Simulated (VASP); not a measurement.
Set up this calculation in VASP 6.6.1, as the native input.

* Task: relaxation of shape and atoms at fixed volume
* Functional: PBE
* Potentials or basis: VASP PAW PBE potentials, release 64 (Mo_sv, Se)
* Cutoff: 600 eV
* k mesh: 9 × 9 × 2
* Occupations: gaussian, width 0.03 eV
* Spin: no spin polarisation
* Further INCAR settings: ALGO = Normal; EDIFF = 1e-07; IBRION = 2; EDIFFG = -0.01; NSW = 40; ISIF = 4

The structure of MoSe2 lies in POSCAR:

```
MoSe2                                   
1.0
    3.3436405356      0.0000000000      0.0000000000
   -1.6718202678      2.8956776450     -0.0000000000
   -0.0000000000     -0.0000000000     14.9696939427
  Mo              Se            
     2     4
Direct
     0.3333333332999970    0.6666666667000030    0.2500000000000000
     0.6666666667000030    0.3333333332999970    0.7500000000000000
     0.3333333332999970    0.6666666667000030    0.6376573890169728
     0.6666666667000030    0.3333333332999970    0.1376573890169800
     0.3333333332999970    0.6666666667000030    0.8623426109830272
     0.6666666667000030    0.3333333332999970    0.3623426109830200
```

The cell isn't the ideal one: a relaxed cell with its volume scaled by 1.02.

These files were run (other wordings do the same):

INCAR

```
PREC     = Accurate       # precision mode
ENCUT    = 600            # plane-wave cutoff, eV
EDIFF    = 1E-7           # SCF threshold, eV
ISMEAR   = 0              # smearing method
SIGMA    = 0.03           # smearing width, eV
LREAL    = F              # projectors in reciprocal space
LASPH    = T              # aspherical terms in the spheres
NELM     = 80             # most SCF steps
ALGO     = Normal         # electronic algorithm
ISIF     = 4              # what is computed and relaxed
LWAVE    = F              # write WAVECAR
LCHARG   = F              # write CHGCAR
GGA      = PE             # functional
IBRION   = 2              # ionic algorithm
NSW      = 40             # ionic steps
EDIFFG   = -0.01          # ionic threshold
KPAR     = 2
```

KPOINTS

```
regular mesh
0
Gamma
  9 9 2
```

Potentials or basis: VASP PAW PBE potentials, release 64 (Mo_sv, Se).

Run with:

```console
$ cat potpaw_PBE.64/Mo_sv/POTCAR potpaw_PBE.64/Se/POTCAR > POTCAR
$ mpirun -np 2 vasp_std > vasp.out
```

It gave:

```json
{
 "Energy gained by relaxing": "2.9 meV/atom",
 "Ionic steps": "6",
 "Pressure after relaxing": "0.0 GPa",
 "Largest force after relaxing": "0.008 eV/Å",
 "Band gap on the k mesh": "1.43 eV, direct"
}
```

Caveat: an odd mesh through Γ misses points on the zone boundary, where band edges often lie; this functional lacks dispersion, which binds the layers, so the pressure and a relaxed spacing across them are unreliable.

It took 2.6 min on 2 MPI ranks on Intel(R) Xeon(R) 6975P-C (Granite Rapids) (shared host), peak memory 0.36 GiB a rank.
